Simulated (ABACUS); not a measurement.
Write the native input for ABACUS 3.10.1 that does the following.

```yaml
Task: band structure
Functional: RPBE
Potentials_or_basis: GBRV ultrasoft 1.5 PBE
Cutoff: 544 eV
Density_cutoff: 4354 eV
Basis: plane waves
Occupations: fermi-dirac, width 0.05 eV
Spin: collinear spin, ferromagnetic start
Starting_moments: "[1.0] μB"
Radial_cutoff_of_the_potentials_pseudo_rcut: 10 bohr
Threshold_of_the_eigensolver: 1e-07 Ry
Density: read from an earlier self-consistent run
Path: G-X-W-K-G-L-U-W-L-K, U-X
Points_for_each_segment_of_the_path: 10
SCF_threshold_on_the_density: 1e-08
Max_SCF_steps: 100
Eigensolver: dav
Mixing: broyden
Mixing_share: 0.4
Symmetry_key: -1
```

Crystal: Ni.

```
Ni
1.0
     0.00000    1.73757    1.73757
     1.73757    0.00000    1.73757
     1.73757    1.73757    0.00000
Ni
1
Direct
  0.00000 0.00000 0.00000
```

One way to write it, as run:

INPUT

```
INPUT_PARAMETERS
suffix              Ni
calculation         nscf
basis_type          pw
pseudo_dir          ./
symmetry            -1
dft_functional      GGA_X_RPBE+GGA_C_PBE
ecutwfc             40.0
pseudo_rcut         10
nspin               2
nbands              20
ks_solver           dav
smearing_method     fd
smearing_sigma      0.00367493
scf_thr             1e-08
scf_nmax            100
mixing_type         broyden
mixing_beta         0.4
ecutrho             320.0
init_chg            file
pw_diag_thr         1e-07
out_band            1
kpar                4
```

STRU

```
ATOMIC_SPECIES
Ni 58.6934 ni_pbe_v1.4.uspp.F.UPF

LATTICE_CONSTANT
1.8897261246

LATTICE_VECTORS
0.0000000000 1.7375729330 1.7375729330
1.7375729330 0.0000000000 1.7375729330
1.7375729330 1.7375729330 0.0000000000

ATOMIC_POSITIONS
Direct

Ni
0.0
1
0.0000000000 0.0000000000 0.0000000000 1 1 1 mag 1
```

KPT

```
K_POINTS
12
Line
0.00000000 0.00000000 0.00000000 10 // G
0.50000000 0.00000000 0.50000000 10 // X
0.50000000 0.25000000 0.75000000 10 // W
0.37500000 0.37500000 0.75000000 10 // K
0.00000000 0.00000000 0.00000000 10 // G
0.50000000 0.50000000 0.50000000 10 // L
0.62500000 0.25000000 0.62500000 10 // U
0.50000000 0.25000000 0.75000000 10 // W
0.50000000 0.50000000 0.50000000 10 // L
0.37500000 0.37500000 0.75000000 1 // K
0.62500000 0.25000000 0.62500000 10 // U
0.50000000 0.00000000 0.50000000 1 // X
```

Potentials or basis: GBRV ultrasoft 1.5 PBE, plane waves.

Command:

```console
$ OMP_NUM_THREADS=1 mpirun -np 4 abacus > log
```

Run time: 2.8 s on 4 MPI ranks on Intel(R) Xeon(R) Platinum 8488C (Sapphire Rapids), on a shared host, peak memory 0.36 GiB a rank.
